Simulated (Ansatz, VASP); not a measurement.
# One calculation of Si, two programs

```
Si
1.0
     0.00000    2.72185    2.72185
     2.72185    0.00000    2.72185
     2.72185    2.72185    0.00000
Si
2
Direct
  0.50000 0.50000 0.50000
  0.75000 0.75000 0.75000
```

Alike in both runs: task single point; functional HSE(alpha, omega); k mesh 4 × 4 × 4; occupations fermi-dirac, width 0.05 eV; no spin polarisation.

|  | VASP | Ansatz |
| --- | --- | --- |
| version | VASP 6.6.1 | Ansatz 0.2.0 |
| potentials or method | VASP PAW PBE potentials, release 64 (Si) | Ansatz PAW |
| plane-wave cutoff (eV) | 520 | 420 |
| valence electrons in the cell | 8 | 8 |

Ansatz gave:

| Quantity | Value |
| --- | --- |
| gap on the k mesh at the Fermi level (eV) | 1.48 |
| least direct gap on the mesh (eV) | 3.52 |
| pressure (GPa) | 0.1 |

Q: What did VASP give for the same quantities?

A: gap on the k mesh at the Fermi level (eV): 1.50; least direct gap on the mesh (eV): 3.54; pressure (GPa): -0.3.

Caveats: the k mesh is coarse (spacing up to 0.50 Å⁻¹), so the values aren't converged, least of all with exact exchange; the PAW data sets were made with another functional, which shifts forces and pressure a little (VASP); the PAW data sets come from PBE, with cores solved anew for the run's functional, which leaves a small shift of forces and pressure (Ansatz); the thresholds are loose for stress (Ansatz). A k mesh can miss the band edges.
